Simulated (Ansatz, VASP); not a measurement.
# MoS2 in VASP and in Ansatz

Contents of INCAR:

```
PREC = Accurate
ENCUT = 520
EDIFF = 1E-7
ISMEAR = 0
SIGMA = 0.05
LREAL = False
LASPH = True
NELM = 150
ALGO = Normal
ISIF = 2
LWAVE = False
LCHARG = False
ISPIN = 2
MAGMOM = 0 0 0 0 0 0
LORBIT = 11
LMAXMIX = 4
GGA = PE
NBANDS = 39
```

Contents of KPOINTS:

```
regular mesh
0
Gamma
  7 7 2
```

The input POSCAR:

```
MoS2
1.0
    3.1610015200      0.0000000000      0.0000000000
   -1.5805007600      2.7375076200      0.0000000000
    0.0000000000      0.0000000000     12.2949997000
Mo S
2 4
Direct
    0.3333333333      0.6666666667      0.2500000000
    0.6666666667      0.3333333333      0.7500000000
    0.3333333333      0.6666666667      0.6275000000
    0.6666666667      0.3333333333      0.1275000000
    0.3333333333      0.6666666667      0.8725000000
    0.6666666667      0.3333333333      0.3725000000
```

Input for Ansatz:

```yaml
crystal:
  lattice:
    - [3.16100152, 0.0, 0.0]
    - [-1.58050076, 2.73750762, 0.0]
    - [0.0, 0.0, 12.2949997]
  atoms:
    - { symbol: Mo, position: [0.3333333333, 0.6666666667, 0.25], spin: 2.0 }
    - { symbol: Mo, position: [0.6666666667, 0.3333333333, 0.75], spin: -2.0 }
    - { symbol: S, position: [0.3333333333, 0.6666666667, 0.6275] }
    - { symbol: S, position: [0.6666666667, 0.3333333333, 0.1275] }
    - { symbol: S, position: [0.3333333333, 0.6666666667, 0.8725] }
    - { symbol: S, position: [0.6666666667, 0.3333333333, 0.3725] }
basis:
  ecutwfc: 420
  ecutrho_ratio: 4
kpoints:
  mp_grid: { grid: [7, 7, 2] }
hamiltonian:
  xc: pbe
  hubbard:
    sites:
      - { site: 0, l: d, u_eff: 0.0, starting_ns: [{ spin: up, occupation_matrix: s0up }, { spin: down, occupation_matrix: s0down }] }
      - { site: 1, l: d, u_eff: 0.0, starting_ns: [{ spin: up, occupation_matrix: s1up }, { spin: down, occupation_matrix: s1down }] }
    occupation_matrices:
      s0up:
        matrix:
          - [0.10288, -0.01749, 0.05398, -0.15245, -0.21308]
          - [-0.01749, 0.37131, -0.18285, -0.34364, 0.24186]
          - [0.05398, -0.18285, 0.13973, 0.08606, -0.23591]
          - [-0.15245, -0.34364, 0.08606, 0.7067, 0.17909]
          - [-0.21308, 0.24186, -0.23591, 0.17909, 0.67938]
      s0down:
        matrix:
          - [0.02, 0.0, 0.0, 0.0, 0.0]
          - [0.0, 0.02, 0.0, 0.0, 0.0]
          - [0.0, 0.0, 0.02, 0.0, 0.0]
          - [0.0, 0.0, 0.0, 0.02, 0.0]
          - [0.0, 0.0, 0.0, 0.0, 0.02]
      s1up:
        matrix:
          - [0.02, 0.0, 0.0, 0.0, 0.0]
          - [0.0, 0.02, 0.0, 0.0, 0.0]
          - [0.0, 0.0, 0.02, 0.0, 0.0]
          - [0.0, 0.0, 0.0, 0.02, 0.0]
          - [0.0, 0.0, 0.0, 0.0, 0.02]
      s1down:
        matrix:
          - [0.63147, -0.30301, -0.03106, -0.30928, 0.13625]
          - [-0.30301, 0.28118, 0.06008, 0.17273, 0.23376]
          - [-0.03106, 0.06008, 0.03956, 0.02355, 0.11434]
          - [-0.30928, 0.17273, 0.02355, 0.17984, -0.0161]
          - [0.13625, 0.23376, 0.11434, -0.0161, 0.86794]
    ns_hold: { iters: 12 }
scf:
  occupations: { method: gaussian, width: 0.05 }
  lower_state_search: "off"
  max_iter: 150
output:
  forces: true
  stress: true
  eigenvalues: true
  populations: true
  hubbard: { sites: [{ site: 0, l: d }, { site: 1, l: d }] }
magnetization:
  spin_polarized: true
```

Alike in both runs: task single point; functional PBE; k mesh 7 × 7 × 2; occupations gaussian, width 0.05 eV; collinear spin.

|  | VASP | Ansatz |
| --- | --- | --- |
| version | VASP 6.6.1 | Ansatz 0.2.0 |
| potentials or method | VASP PAW PBE potentials, release 64 (Mo_sv, S) | scalar-relativistic, plane waves, PAW |
| plane-wave cutoff (eV) | 520 | 420 |
| valence electrons in the cell | 52 | 52 |

Ansatz gave:

* gap on the k mesh at the Fermi level (eV): 0.98
* least direct gap on the mesh (eV): 1.98
* pressure (GPa): 8.9
* largest component of the traceless stress (GPa): 4.43
* rms of the force components (eV/Å): 0.573
* net moment per atom (μB): 0.00

**Question.** What did VASP give for the same quantities?

**Answer.** gap on the k mesh at the Fermi level (eV): 1.00; least direct gap on the mesh (eV): 1.99; pressure (GPa): 8.7; largest component of the traceless stress (GPa): 4.38; rms of the force components (eV/Å): 0.564; net moment per atom (μB): 0.00.

Atom by atom the forces differ by 0.009 eV/Å (rms over components). The functional is the same, so the differences come from potentials, cutoffs and numerics. Ansatz warned: «seeded_moment_not_kept».

Caveats: an odd mesh through Γ misses points on the zone boundary, where band edges often lie; this functional lacks dispersion, which binds the layers, so the pressure and a relaxed spacing across them are unreliable; forces of over 1 eV/Å show positions far from the minimum, so gaps and moduli don't describe the material at rest.
